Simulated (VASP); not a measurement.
# Fe (Im-3m) in VASP: further runs

Runs on Fe. Level: PBE. Tasks: single point.

Program: VASP 6.6.1. These are calculated values, not measurements. Logs are shortened: lines on timing, memory, paths and dates and some standing lists are left out, and cuts for length are marked.

**1. The undisturbed crystal**

It takes space group Im-3m (No. 229, cubic). The conventional cell has a = 2.886 Å, b = 2.886 Å, c = 2.886 Å, α = 90.00°, β = 90.00°, γ = 90.00°. Fe (site symmetry m-3m) has 8 Fe at 2.50 Å as nearest neighbours.

**2. Single point, PBE, collinear spin, ferromagnetic start, 11.54 Å³/atom (strain = -0.04)**

INCAR reads:

```
SYSTEM = Fe
ALGO = Normal ; EDIFF = 1E-6
ENCUT = 520 ; GGA = PE
ISIF = 2 ; ISMEAR = -1
ISPIN = 2 ; LASPH = .True.
LCHARG = .False. ; LMAXMIX = 4
LORBIT = 11 ; LREAL = .False.
LWAVE = .False. ; MAGMOM = 3
NBANDS = 14 ; NELM = 150
PREC = Accurate ; SIGMA = 0.05
```

KPOINTS reads:

```
k-points
0
Gamma
  10 10 10
  0 0 0
```

POSCAR reads:

```
Fe
1.0
   -1.4430000000      1.4430000000      1.3852800000
    1.4430000000     -1.4430000000      1.3852800000
    1.4430000000      1.4430000000     -1.3852800000
Fe
1
Direct
    0.0000000000      0.0000000000      0.0000000000
```

Potentials or basis: VASP PAW PBE potentials, release 64 (Fe).

On the command line:

```
> cat potpaw_PBE.64/Fe/POTCAR > POTCAR
> mpirun -np 1 vasp_std > vasp.out
```

OUTCAR:

```text
SYSTEM = Fe
   EDIFF = 1E-6
   ENCUT = 520
   GGA = PE
   ISIF = 2
   ISMEAR = -1
   ISPIN = 2
   LASPH = .True.
   LORBIT = 11
   LREAL = .False.
   NELM = 150
   PREC = Accurate

 ion  position               nearest neighbor table
   1  0.000  0.000  0.000-

  LATTYP: Found a body centered tetragonal cell.
 ALAT       =     2.8860000000
 C/A-ratio  =     0.9600000000

  Lattice vectors:

 A1 = (  -1.4430000000,   1.4430000000,   1.3852800000)
 A2 = (   1.4430000000,  -1.4430000000,   1.3852800000)
 A3 = (   1.4430000000,   1.4430000000,  -1.3852800000)

Analysis of symmetry for initial positions (statically):
=====================================================================
 Subroutine PRICEL returns:
 Original cell was already a primitive cell.

 Routine SETGRP: Setting up the symmetry group for a
 body centered tetragonal supercell.

 Subroutine GETGRP returns: Found 16 space group operations
 (whereof 16 operations were pure point group operations)
 out of a pool of 16 trial point group operations.

The static configuration has the point symmetry D_4h.

Analysis of symmetry for dynamics (positions and initial velocities):
=====================================================================
 Subroutine PRICEL returns:
 Original cell was already a primitive cell.

 Routine SETGRP: Setting up the symmetry group for a
 body centered tetragonal supercell.

 Subroutine GETGRP returns: Found 16 space group operations
 (whereof 16 operations were pure point group operations)
 out of a pool of 16 trial point group operations.

The dynamic configuration has the point symmetry D_4h.

Analysis of structural, dynamic, and magnetic symmetry:
=====================================================================
 Subroutine PRICEL returns:
 Original cell was already a primitive cell.

 Routine SETGRP: Setting up the symmetry group for a
 body centered tetragonal supercell.

 Subroutine GETGRP returns: Found 16 space group operations
 (whereof 16 operations were pure point group operations)
 out of a pool of 16 trial point group operations.

The overall configuration has the point symmetry D_4h.

 Subroutine INISYM returns: Found 16 space group operations
 (whereof 16 operations are pure point group operations),
 and found     1 'primitive' translations

----------------------------------------------------------------------------------------

                                     Primitive cell

  volume of cell :      11.5380

  direct lattice vectors                    reciprocal lattice vectors
    -1.443000000  1.443000000  1.385280000     0.000000000  0.346500347  0.360937861
     1.443000000 -1.443000000  1.385280000     0.346500347  0.000000000  0.360937861
     1.443000000  1.443000000 -1.385280000     0.346500347  0.346500347  0.000000000

  length of vectors
     2.466474950  2.466474950  2.466474950     0.500338515  0.500338515  0.490025489

  position of ions in fractional coordinates (direct lattice)
     0.000000000  0.000000000  0.000000000

  ion indices of the primitive-cell ions
   primitive index   ion index
                 1           1

----------------------------------------------------------------------------------------

 KPOINTS: k-points

Automatic generation of k-mesh.
 Grid dimensions read from file:
 generate k-points for:   10   10   10

 Generating k-lattice:

  Cartesian coordinates                     Fractional coordinates (reciprocal lattice)
     0.000000000  0.034650035  0.036093786     0.100000000  0.000000000  0.000000000
     0.034650035  0.000000000  0.036093786     0.000000000  0.100000000  0.000000000
     0.034650035  0.034650035  0.000000000     0.000000000  0.000000000  0.100000000

  Length of vectors
     0.050033851  0.050033851  0.049002549

  Shift w.r.t. Gamma in fractional coordinates (k-lattice)
     0.000000000  0.000000000  0.000000000

 Subroutine IBZKPT returns following result:
 ===========================================

 Found    102 irreducible k-points:

 Following reciprocal coordinates:
            Coordinates               Weight
  0.000000  0.000000  0.000000      1.000000
  0.100000  0.000000 -0.000000      8.000000
  0.200000  0.000000 -0.000000      8.000000
  0.300000  0.000000  0.000000      8.000000
  0.400000  0.000000  0.000000      8.000000
  0.500000  0.000000  0.000000      4.000000
[... 16 lines left out ...]
  0.300000  0.300000  0.000000      8.000000
  0.400000  0.300000 -0.000000     16.000000
 [... further k-points ...]
   k-points           NKPTS =    102   k-points in BZ     NKDIM =    102   number of bands    NBANDS=     14
   number of dos      NEDOS =    301   number of ions     NIONS =      1
   total plane-waves  NPLWV =   5832
   dimension x,y,z NGX =    18 NGY =   18 NGZ =   18
   dimension x,y,z NGXF=    36 NGYF=   36 NGZF=   36
   ions per type =               1
   NGX,Y,Z   is equivalent  to a cutoff of  12.13, 12.13, 12.13 a.u.
   NGXF,Y,Z  is equivalent  to a cutoff of  24.26, 24.26, 24.26 a.u.
 SYSTEM =  Fe
   PREC   = accura    normal or accurate (medium, high low for compatibility)
   ISTART =      0    job   : 0-new  1-cont  2-samecut
   ICHARG =      2    charge: 1-file 2-atom 10-const
   ISPIN  =      2    spin polarized calculation?
   LNONCOLLINEAR =      F non collinear calculations
   LSORBIT =      F    spin-orbit coupling
   LASPH  =      T    aspherical Exc in radial PAW
   ENCUT  =  520.0 eV  38.22 Ry    6.18 a.u.   4.59  4.59  4.59*2*pi/ulx,y,z
   NELM   =    150;   NELMIN=  2; NELMDL= -5     # of ELM steps
   EDIFF  = 0.1E-05   stopping-criterion for ELM
   LREAL  =      F    real-space projection
   EDIFFG = 0.1E-04   stopping-criterion for IOM
   NSW    =      0    number of steps for IOM
   IBRION =     -1    ionic relax: 0-MD 1-quasi-New 2-CG
   NFREE  =      0    steps in history (QN), initial steepest desc. (CG)
   ISIF   =      2    stress and relaxation
   ISYM   =      2    0-nonsym 1-usesym 2-fastsym
   POTIM  = 0.5000    time-step for ionic-motion
   TEBEG  =    0.0;   TEEND  =   0.0 temperature during run
   PSTRESS=    0.0 pullay stress
   NELECT =       8.0000    total number of electrons
   NUPDOWN=      -1.0000    fix difference up-down
   EMIN   =  10.00;   EMAX   =-10.00  energy-range for DOS
   EFERMI =   0.00;   METHOD = LEGACY
   ISMEAR =    -1;   SIGMA  =   0.05  broadening in eV -4-tet -1-fermi 0-gaus
   EFERMI_NEDOS =   21; number of points for ismear=-14 and -15
   IALGO  =     38    algorithm
   IMIX   =      4    mixing-type and parameters
     AMIX     =   0.40;   BMIX     =  1.00
     AMIX_MAG =   1.60;   BMIX_MAG =  1.00
  volume/ion in A,a.u.               =      11.54        77.86
  Fermi-wavevector in a.u.,A,eV,Ry     =   1.448977  2.738169 28.565890  2.099534
  Thomas-Fermi vector in A             =   2.566756
   LORBIT       =     11    0 simple, 1 ext, 2 COOP (PROOUT), +10 PAW based schemes
   GGA     = PE    functional components
   LHFCALC =     F    Hartree Fock is set to
   AEXX    =    0.0000 exact exchange contribution
   IVDW    =     0    specifies the selected vdW correction
   LEPSILON=     F    determine dielectric tensor
   LRPA    =     F    only Hartree local field effects (RPA)
 spin polarized calculation
  energy-cutoff  :      520.00
  volume of cell :       11.54
 maximum number of plane-waves:       329
   NGX =  9   NGY =  9   NGZ =  9

 number of electron       8.0000004 magnetization       2.1527165

 Free energy of the ion-electron system (eV)
  ---------------------------------------------------
  ext. energy  EPLUGINS =         0.00000000
  ---------------------------------------------------
  free energy    TOTEN  =        -8.24253635 eV

  energy without entropy =       -8.23451486  energy(sigma->0) =       -8.23852560

 E-fermi :   5.6582     XC(G=0): -13.0313

 val. band max:        5.6513647861   @ k =  -0.3000   0.5000   0.2000
 cond. band min:       5.6659836996   @ k =  -0.2000  -0.4000   0.1000
 fundamental gap:      0.0146189135
 Fermi energy:         5.6581985976

 spin component 1

 k-point     1 :       0.0000    0.0000    0.0000
  band No.  band energies     occupation
      1      -2.6611      1.00000
      2       3.2561      1.00000
      3       3.4816      1.00000
      4       3.4816      1.00000
      5       4.4568      1.00000
      6       4.6589      1.00000
      7      30.2173      0.00000
      8      30.2173      0.00000
      9      31.2070      0.00000
     10      35.2259      0.00000
     11      35.8789      0.00000
     12      36.8363      0.00000
     13      37.6544      0.00000
     14      37.6544      0.00000
[... 375 lines left out ...]
 k-point    24 :       0.4000    0.3000   -0.0000
  band No.  band energies     occupation
      1       2.0005      1.00000
      2       2.4465      1.00000
      3       2.8424      1.00000
      4       4.7509      1.00000
      5       4.9179      1.00000
      6      10.4732      0.00000
      7      13.9652      0.00000
      8      15.6711      0.00000
      9      24.7231      0.00000
     10      32.9483      0.00000
     11      34.8198      0.00000
     12      41.6008      0.00000
     13      45.1485      0.00000
     14      46.5736      0.00000

 [... further k-points ...]

 spin component 2

 k-point     1 :       0.0000    0.0000    0.0000
  band No.  band energies     occupation
      1      -2.5287      1.00000
      2       5.0773      0.99999
      3       5.3897      0.99536
      4       5.3897      0.99536
      5       7.1314      0.00000
      6       7.4506      0.00000
      7      29.9335      0.00000
      8      29.9335      0.00000
      9      30.9305      0.00000
     10      35.4567      0.00000
     11      35.9660      0.00000
     12      37.4345      0.00000
     13      38.7408      0.00000
     14      38.7408      0.00000
[... 375 lines left out ...]
 k-point    24 :       0.4000    0.3000   -0.0000
  band No.  band energies     occupation
      1       3.4013      1.00000
      2       3.9755      1.00000
      3       4.2992      1.00000
      4       7.2145      0.00000
      5       7.4086      0.00000
      6      11.6882      0.00000
      7      14.9109      0.00000
      8      16.4784      0.00000
      9      25.2100      0.00000
     10      33.0668      0.00000
     11      34.9117      0.00000
     12      42.3918      0.00000
     13      45.4856      0.00000
     14      47.0133      0.00000

 [... further k-points ...]

------------------------ aborting loop because EDIFF is reached ----------------------------------------

  FORCE on cell =-STRESS in cart. coord.  units (eV):
  Direction    XX          YY          ZZ          XY          YZ          ZX
  --------------------------------------------------------------------------------------
  -------------------------------------------------------------------------------------
  Total       -0.4657919     -0.4657919      0.0320240      0.0000000     -0.0000000     -0.0000000
  in kB      -64.6803437    -64.6803437      4.4468859      0.0000000     -0.0000000     -0.0000000
  external PRESSURE =     -41.6379339 kB  Pullay stress =       0.0000000 kB

 VOLUME and BASIS-vectors are now :
 -----------------------------------------------------------------------------
  energy-cutoff  :      520.00
  volume of cell :       11.54
      direct lattice vectors                 reciprocal lattice vectors
    -1.443000000  1.443000000  1.385280000     0.000000000  0.346500347  0.360937861
     1.443000000 -1.443000000  1.385280000     0.346500347  0.000000000  0.360937861
     1.443000000  1.443000000 -1.385280000     0.346500347  0.346500347  0.000000000

 POSITION                                       TOTAL-FORCE (eV/Angst)
 -----------------------------------------------------------------------------------
      0.00000      0.00000      0.00000        -0.000000     -0.000000      0.000000
 -----------------------------------------------------------------------------------
    total drift:                                0.000000      0.000000      0.000000

  FREE ENERGIE OF THE ION-ELECTRON SYSTEM (eV)
  ---------------------------------------------------
  free  energy   TOTEN  =        -8.2425363462 eV

  energy  without entropy=       -8.2345148603  energy(sigma->0) =       -8.23852560

 total charge

# of ion       s       p       d       tot
------------------------------------------
    1        0.479   0.529   6.227   7.236

 magnetization (x)

# of ion       s       p       d       tot
------------------------------------------
    1       -0.015  -0.062   2.236   2.158
```

It took 12 s on 1 thread of Intel Xeon 6975P-C (Granite Rapids), shared host; peak memory 0.14 GiB.

Results:

```
Free energy                                           : -8.2425 eV
Pressure                                              : -4.2 GPa
Band gap on the k mesh                                : none (metal or under the smearing width)
Net moment                                            : 2.15 μB per cell
Site moments                                          : Fe +2.16 μB
Valence electrons inside the program's atomic spheres : Fe 7.24
```

**3. Single point, PBE, collinear spin, ferromagnetic start, 11.78 Å³/atom (strain = -0.02)**

INCAR is that of step 2.

KPOINTS is that of step 2.

POSCAR reads:

```
Fe
1.0
   -1.4430000000      1.4430000000      1.4141400000
    1.4430000000     -1.4430000000      1.4141400000
    1.4430000000      1.4430000000     -1.4141400000
Fe
1
Direct
    0.0000000000      0.0000000000      0.0000000000
```

Potentials or basis: VASP PAW PBE potentials, release 64 (Fe).

On the command line:

```
> cat potpaw_PBE.64/Fe/POTCAR > POTCAR
> mpirun -np 1 vasp_std > vasp.out
```

It took 15 s on 1 thread of Intel Xeon 6975P-C (Granite Rapids), shared host; peak memory 0.13 GiB.

The run converged. Its results:

```
Free energy                                           : -8.2383 eV
Pressure                                              : -8.0 GPa
Band gap on the k mesh                                : none (metal or under the smearing width)
Net moment                                            : 2.16 μB per cell
Site moments                                          : Fe +2.17 μB
Valence electrons inside the program's atomic spheres : Fe 7.19
```

**4. The reference run**

An earlier run on the cell as given: functional PBE; potentials or basis VASP PAW PBE potentials, release 64 (Fe); cutoff 520 eV; k mesh 13 × 13 × 13; occupations fermi-dirac, width 0.05 eV; collinear spin, ferromagnetic start; starting moments [3.0] μB.

* Pressure: -9.1 GPa
* Band gap on the k mesh: none (metal or under the smearing width)
* Net moment: 2.28 μB per cell
* Site moments: Fe +2.29 μB
* Valence electrons inside the program's atomic spheres: Fe 7.16
